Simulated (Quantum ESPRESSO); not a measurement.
## CoO: magnetocrystalline anisotropy

Which axis do the moments of CoO prefer, and by how much?

Calculated with Quantum ESPRESSO 7.5; PBEsol; plane waves with PseudoDojo 0.4.1 SR PBEsol standard potentials, then spin–orbit coupling on the fully relativistic files of the same set.

## 1. The structure

The structure is trigonal, space group R-3m (No. 166). Conventional cell: a = 3.011 Å, b = 3.011 Å, c = 7.320 Å, α = 90.00°, β = 90.00°, γ = 120.00°. Nearest to Co lie 6 O at 2.12 Å. Nearest to O lie 6 Co at 2.12 Å. Farther neighbours and most contacts between anions are not listed.

As a file:

```cif
data_structure
_symmetry_space_group_name_H-M 'R-3m:H'
_symmetry_Int_Tables_number 166
_cell_length_a 3.0109
_cell_length_b 3.0109
_cell_length_c 7.3198
_cell_angle_alpha 90.000
_cell_angle_beta 90.000
_cell_angle_gamma 120.000
_cell_volume 57.47
loop_
_atom_site_label
_atom_site_type_symbol
_atom_site_symmetry_multiplicity
_atom_site_Wyckoff_symbol
_atom_site_fract_x
_atom_site_fract_y
_atom_site_fract_z
_atom_site_occupancy
Co1 Co 3 a 0.00000 0.00000 0.00000 1
O1 O 3 b 0.33333 0.66667 0.16667 1
```

The cell comes from Materials Project 2023-11-01, a database of computed structures, and need not be the stable phase.

## 2. Collinear run on scalar-relativistic files

The input, pw.in:

```
&CONTROL
  calculation = 'scf'
  prefix = 'pwscf'
  outdir = './tmp'
  pseudo_dir = './pseudo'
  disk_io = 'low'
/
&SYSTEM
  ibrav = 0
  celldm(1) = 8
  nat = 2
  ntyp = 2
  ecutwfc = 82
  nbnd = 20
  occupations = 'smearing'
  smearing = 'fd'
  degauss = 0.00367493
  nspin = 2
  starting_magnetization(1) = 0.1765
  starting_magnetization(2) = 0
/
&ELECTRONS
  conv_thr = 4d-11
  electron_maxstep = 150
  mixing_beta = 0.3
/
ATOMIC_SPECIES
Co     58.9332 Co.upf
O      15.9990 O.upf
CELL_PARAMETERS alat
   0.3556156410088    0.2053147860706    0.5763492021029
  -0.3556156410088    0.2053147860706    0.5763492021029
   0.0000000000000   -0.4106295721413    0.5763492021029
ATOMIC_POSITIONS crystal
Co      0.0000000000    0.0000000000    0.0000000000
O       0.5000000000    0.5000000000    0.5000000000
K_POINTS automatic
8 8 8 0 0 0
```

On the command line:

```console
$ OMP_NUM_THREADS=1 mpirun -n 2 pw.x -nk 2 -in pw.in > pw.out
```

What it wrote:

```text
Program PWSCF v.7.5 starts

     Message from routine setup:
     using ibrav=0 with symmetry is DISCOURAGED, use correct ibrav instead

     K-points division:     npool     =       2
     Subspace diagonalization in iterative solution of the eigenvalue problem:

     G-vector sticks info
     --------------------
     sticks:   dense  smooth     PW     G-vecs:    dense   smooth      PW
     Sum         737     737    235                12993    12993    2277

     Using Slab Decomposition

     bravais-lattice index     =            0
     lattice parameter (alat)  =       8.0000  a.u.
     unit-cell volume          =     129.2730 (a.u.)^3
     number of atoms/cell      =            2
     number of atomic types    =            2
     number of electrons       =        23.00
     number of Kohn-Sham states=           20
     kinetic-energy cutoff     =      82.0000  Ry
     charge density cutoff     =     328.0000  Ry
     scf convergence threshold =      4.0E-11
     mixing beta               =       0.3000
     number of iterations used =            8  plain     mixing
     Exchange-correlation= PBESOL
                           (   1   4  10   8   0   0   0)

     celldm(1)=   8.000000  celldm(2)=   0.000000  celldm(3)=   0.000000
     celldm(4)=   0.000000  celldm(5)=   0.000000  celldm(6)=   0.000000

     crystal axes: (cart. coord. in units of alat)
               a(1) = (   0.355616   0.205315   0.576349 )
               a(2) = (  -0.355616   0.205315   0.576349 )
               a(3) = (   0.000000  -0.410630   0.576349 )

     reciprocal axes: (cart. coord. in units 2 pi/alat)
               b(1) = (  1.406012  0.811762  0.578353 )
               b(2) = ( -1.406012  0.811762  0.578353 )
               b(3) = (  0.000000 -1.623523  0.578353 )

     PseudoPot. # 1 for Co read from file:
     Co.upf
     Pseudo is Norm-conserving + core correction, Zval = 17.0
     Generated using ONCVPSP code by D. R. Hamann
     Using radial grid of 1388 points,  6 beta functions with:
                l(1) =   0
                l(2) =   0
                l(3) =   1
                l(4) =   1
                l(5) =   2
                l(6) =   2

     PseudoPot. # 2 for O  read from file:
     O.upf
     Pseudo is Norm-conserving + core correction, Zval =  6.0
     Generated using ONCVPSP code by D. R. Hamann
     Using radial grid of  936 points,  5 beta functions with:
                l(1) =   0
                l(2) =   0
                l(3) =   1
                l(4) =   1
                l(5) =   2

     atomic species   valence    mass     pseudopotential
     Co               17.00    58.93320     Co( 1.00)
     O                 6.00    15.99900     O ( 1.00)

     Starting magnetic structure
     atomic species   magnetization
     Co              0.176
     O               0.000

     12 Sym. Ops., with inversion, found

   Cartesian axes

     site n.     atom                  positions (alat units)
         1        Co     tau(   1) = (   0.0000000   0.0000000   0.0000000  )
         2        O      tau(   2) = (   0.0000000  -0.0000000   0.8645238  )

     number of k points=    65  Fermi-Dirac smearing, width (Ry)=  0.0037
                       cart. coord. in units 2pi/alat
        k(    1) = (   0.0000000   0.0000000   0.0000000), wk =   0.0019531
        k(    2) = (   0.0000000  -0.2029404   0.0722941), wk =   0.0117188
        k(    3) = (   0.0000000  -0.4058808   0.1445883), wk =   0.0117188
        k(    4) = (   0.0000000  -0.6088212   0.2168824), wk =   0.0117188
        k(    5) = (   0.0000000   0.8117616  -0.2891765), wk =   0.0058594
        [... 60 further k-points ...]

     Dense  grid:    12993 G-vectors     FFT dimensions: (  36,  36,  36)

     Generating pointlists ...
     new r_m :   0.2069 (alat units)  1.6555 (a.u.) for type    1
     new r_m :   0.2069 (alat units)  1.6555 (a.u.) for type    2

     Initial potential from superposition of free atoms

     starting charge      22.9997, renormalised to      23.0000
     Starting wfcs are   14 randomized atomic wfcs +    6 random wfcs

     Self-consistent Calculation

     iteration #  1     ecut=    82.00 Ry     beta= 0.30
     Davidson diagonalization with overlap
     ethr =  1.00E-02,  avg # of iterations =  4.9

     Threshold (ethr) on eigenvalues was too large:
     Diagonalizing with lowered threshold

     Davidson diagonalization with overlap
     ethr =  9.99E-04,  avg # of iterations =  1.0

     total energy              =    -338.49117142 Ry
     estimated scf accuracy    <       0.22994849 Ry

     total magnetization       =     3.00 Bohr mag/cell
     absolute magnetization    =     3.00 Bohr mag/cell

     iteration #  2     ecut=    82.00 Ry     beta= 0.30
     Davidson diagonalization with overlap
     ethr =  1.00E-03,  avg # of iterations =  1.4

     total energy              =    -338.52161769 Ry
     estimated scf accuracy    <       0.06717736 Ry

     total magnetization       =     2.65 Bohr mag/cell
     absolute magnetization    =     2.65 Bohr mag/cell

     iteration #  3     ecut=    82.00 Ry     beta= 0.30
     Davidson diagonalization with overlap
     ethr =  2.92E-04,  avg # of iterations =  1.3

     total energy              =    -338.53218858 Ry
     estimated scf accuracy    <       0.02192670 Ry

     total magnetization       =     2.89 Bohr mag/cell
     absolute magnetization    =     2.90 Bohr mag/cell

     [... further iterations left out ...]

     iteration # 12     ecut=    82.00 Ry     beta= 0.30
     Davidson diagonalization with overlap
     ethr =  3.50E-11,  avg # of iterations =  1.9

     total energy              =    -338.53677883 Ry
     estimated scf accuracy    <          1.1E-09 Ry

     total magnetization       =     2.96 Bohr mag/cell
     absolute magnetization    =     2.97 Bohr mag/cell

     iteration # 13     ecut=    82.00 Ry     beta= 0.30
     Davidson diagonalization with overlap
     ethr =  4.69E-12,  avg # of iterations =  1.5

     total energy              =    -338.53677883 Ry
     estimated scf accuracy    <          4.3E-10 Ry

     total magnetization       =     2.96 Bohr mag/cell
     absolute magnetization    =     2.97 Bohr mag/cell

     iteration # 14     ecut=    82.00 Ry     beta= 0.30
     Davidson diagonalization with overlap
     ethr =  1.88E-12,  avg # of iterations =  1.9

     total energy              =    -338.53677883 Ry
     estimated scf accuracy    <          6.1E-11 Ry

     total magnetization       =     2.96 Bohr mag/cell
     absolute magnetization    =     2.97 Bohr mag/cell

     iteration # 15     ecut=    82.00 Ry     beta= 0.30
     Davidson diagonalization with overlap
     ethr =  2.63E-13,  avg # of iterations =  1.0

     Magnetic moment per site  (integrated on atomic sphere of radius R)
     atom   1 (R=0.207)  charge= 14.6031  magn=  2.4961
     atom   2 (R=0.207)  charge=  5.7367  magn=  0.3489

     End of self-consistent calculation

     Number of k-points >= 100: set verbosity='high' to print the bands.

     the Fermi energy is    14.2394 ev

!    total energy              =    -338.53677883 Ry
     estimated scf accuracy    <          3.0E-11 Ry
     smearing contrib. (-TS)   =      -0.00239891 Ry
     internal energy E=F+TS    =    -338.53437992 Ry

     The total energy is F=E-TS. E is the sum of the following terms:
     one-electron contribution =    -151.92107908 Ry
     hartree contribution      =      90.60382098 Ry
     xc contribution           =     -63.87376253 Ry
     ewald contribution        =    -213.34335928 Ry

     total magnetization       =     2.96 Bohr mag/cell
     absolute magnetization    =     2.97 Bohr mag/cell

     convergence has been achieved in  15 iterations

=------------------------------------------------------------------------------=
   JOB DONE.
=------------------------------------------------------------------------------=
```

Wall time 43 s (2 MPI ranks of Arm Neoverse V2, shared host); peak memory 0.19 GiB; 85 s of CPU time.

Spin moment in the atom's sphere by atom:

```tsv
atom	spin moment in the atom's sphere (μB)
Co1	2.50
O2	0.35
```

Read from the output:

* smearing term TS: 0.03264 eV
* magnetization: 2.956 μB
* absolute magnetization: 2.974 μB
* final state: ferromagnetic

## 3. One pass along [001] on 10×10×10

Each pass runs in a folder of its own that holds a copy of a collinear save from that input. The collinear spin density is turned to the axis, and its potential is diagonalised once with spin–orbit coupling on fully relativistic PseudoDojo files; the sums over occupied states, with the smearing term, are then compared.

The input, pass.in:

```
&CONTROL
  calculation = 'nscf'
  prefix = 'pwscf'
  outdir = './tmp'
  pseudo_dir = './pseudo_fr'
  disk_io = 'nowf'
/
&SYSTEM
  ibrav = 0
  celldm(1) = 8
  nat = 2
  ntyp = 2
  ecutwfc = 82
  nbnd = 36
  occupations = 'smearing'
  smearing = 'fd'
  degauss = 0.00367493
  noncolin = .true.
  lspinorb = .true.
  lforcet = .true.
  starting_magnetization(1) = 0.1765
  angle1(1) = 0
  angle2(1) = 180
  starting_magnetization(2) = 0
  angle1(2) = 0
  angle2(2) = 180
/
&ELECTRONS
  conv_thr = 4d-11
  electron_maxstep = 150
  mixing_beta = 0.3
  startingpot = 'file'
  startingwfc = 'random'
  diago_thr_init = 1d-09
  diago_full_acc = .true.
/
ATOMIC_SPECIES
Co     58.9332 Co.upf
O      15.9990 O.upf
CELL_PARAMETERS alat
   0.3556156410088    0.2053147860706    0.5763492021029
  -0.3556156410088    0.2053147860706    0.5763492021029
   0.0000000000000   -0.4106295721413    0.5763492021029
ATOMIC_POSITIONS crystal
Co      0.0000000000    0.0000000000    0.0000000000
O       0.5000000000    0.5000000000    0.5000000000
K_POINTS automatic
10 10 10 0 0 0
```

On the command line:

```console
$ OMP_NUM_THREADS=1 mpirun -n 2 pw.x -nk 2 -in pass.in > pass.out
```

What it wrote:

```text
[banner, memory and clock lines left out]
Program PWSCF v.7.5 starts

     Fixed quantization axis for GGA:    -0.000000    0.000000    1.000000
     Message from routine setup:
     using ibrav=0 with symmetry is DISCOURAGED, use correct ibrav instead

     bravais-lattice index     =            0
     lattice parameter (alat)  =       8.0000  a.u.
     unit-cell volume          =     129.2730 (a.u.)^3
     number of atoms/cell      =            2
     number of atomic types    =            2
     number of electrons       =        23.00
     number of Kohn-Sham states=           36
     kinetic-energy cutoff     =      82.0000  Ry
     charge density cutoff     =     328.0000  Ry
     Exchange-correlation= PBESOL
                           (   1   4  10   8   0   0   0)
     Noncollinear calculation with spin-orbit

     [... lines left out ...]
     PseudoPot. # 1 for Co read from file:
     Co.upf
     Pseudo is Norm-conserving + core correction, Zval = 17.0

     PseudoPot. # 2 for O  read from file:
     O.upf
     Pseudo is Norm-conserving + core correction, Zval =  6.0

     atomic species   valence    mass     pseudopotential
     Co               17.00    58.93320     Co( 1.00)
     O                 6.00    15.99900     O ( 1.00)

     12 Sym. Ops., with inversion, found

   Cartesian axes

     site n.     atom                  positions (alat units)
         1        Co     tau(   1) = (   0.0000000   0.0000000   0.0000000  )
         2        O      tau(   2) = (   0.0000000  -0.0000000   0.8645238  )

     number of k points=   116  Fermi-Dirac smearing, width (Ry)=  0.0037

     Number of k-points >= 100: set verbosity='high' to print them.

     Dense  grid:    12993 G-vectors     FFT dimensions: (  36,  36,  36)

     Generating pointlists ...
     new r_m :   0.2069 (alat units)  1.6555 (a.u.) for type    1
     new r_m :   0.2069 (alat units)  1.6555 (a.u.) for type    2
     Message from routine read_rhog:
     some spin components not found

 -----------
Spin angles Theta, Phi (degree) =   0.0000180.0000
 -----------

     The potential is recalculated from file :
     [... lines left out ...]
     Starting wfcs are random

     Band Structure Calculation
     Davidson diagonalization with overlap

     ethr =  1.00E-09,  avg # of iterations = 24.9

     End of band structure calculation

     Number of k-points >= 100: set verbosity='high' to print the bands.

     the Fermi energy is    14.2626 ev
     (compare with:    14.2394 eV, computed in scf)
```

The job ended after 78 s (2 MPI ranks; peak memory 0.13 GiB).

## 4. One pass along [100] on 10×10×10

pass.in: that of step 3 with these lines changed.

```diff
@@ -21,7 +21,7 @@
   starting_magnetization(1) = 0.1765
-  angle1(1) = 0
-  angle2(1) = 180
+  angle1(1) = 90
+  angle2(1) = -0
   starting_magnetization(2) = 0
-  angle1(2) = 0
-  angle2(2) = 180
+  angle1(2) = 90
+  angle2(2) = -0
 /
```

What it wrote:

```text
     [... lines left out ...]
Program PWSCF v.7.5 starts
     [... lines left out ...]
     number of atoms/cell      =            2
     [... lines left out ...]
     number of electrons       =        23.00
     number of Kohn-Sham states=           36
     kinetic-energy cutoff     =      82.0000  Ry
     charge density cutoff     =     328.0000  Ry
     [... lines left out ...]
     Noncollinear calculation with spin-orbit
     [... lines left out ...]
      4 Sym. Ops., with inversion, found
     [... lines left out ...]
     number of k points=   282  Fermi-Dirac smearing, width (Ry)=  0.0037
     [... lines left out ...]
Spin angles Theta, Phi (degree) =  90.0000 -0.0000
     [... lines left out ...]
     the Fermi energy is    14.2625 ev
     (compare with:    14.2394 eV, computed in scf)
```

Elapsed: 3.1 min, on 2 MPI ranks; peak memory 0.13 GiB.

## 5. The smearing term

The sum of energies times occupations is what pw.x prints as eband (for fewer than 100 k points). With Fermi–Dirac smearing the quantity to compare holds −TS as well, computed here from the energies and weights in the run's XML file (meV a cell, from the first axis, mesh 10×10×10):

```tsv
axis	plain sum	−TS	free energy
[001]	0.0000	0.0000	0.0000
[100]	-0.0548	0.0138	-0.0410
```

## 6. Side by side

A pass yields neither state nor moment: for the force theorem these columns are the collinear run's. Anisotropy, by row:

```tsv
way	mesh	axis	state	energy less the first axis' (meV a primitive cell)	largest spin moment (μB)	CPU time (s)
force theorem	10x10x10	[001]	ferromagnetic	0	2.496	156.4
force theorem	10x10x10	[100]	ferromagnetic	-0.04101	2.496	366.8
```

## 7. Outcome

```
state                                         : ferromagnetic
largest spin moment                           : 2.50 μB
easy axis of those tried, on this mesh        : not resolved
energy along [100] less [001] (force theorem) : -0.0410 meV a primitive cell, -0.34 MJ/m³
```

On 10×10×10, leaving out the smearing term would shift a difference by 0.014 meV, against 0.041 meV for the largest. Differences this small usually change with the mesh, so the easy axis is taken as not resolved. One mesh cannot show that the size is converged, and with itinerant moments even the sign can change with the mesh. Shape anisotropy is not included. The moments were started parallel in the primitive cell; if the crystal orders otherwise, its anisotropy is another. No Hubbard term acts here. In such compounds local and semilocal functionals without one often delocalise the d electrons, and can shrink or lose moments and miss the size, sign and order of the couplings. The cutoff lies under the 96 Ry that these files are usually run at. The smearing term is large for its width, so states at the Fermi level are partly filled: at this level the cell is a metal or has a gap of a few widths at most.

[Logs and program files are shortened in this print: banners, set-up blocks, solver, clock and traceback lines can be left out without a mark of their own.]

[Logs are printed without paths, hosts, clocks, repeated set-up lines and the standing remarks that a program may print on its own settings, such as how far it seeks lower states.]

[Hosts, paths, dates, database ids (printed as entryN), source tags and the programs' standing remarks are cut or masked in the printed files.]

[Where a cell is said to come from a database of computed structures, the database is the Materials Project.]
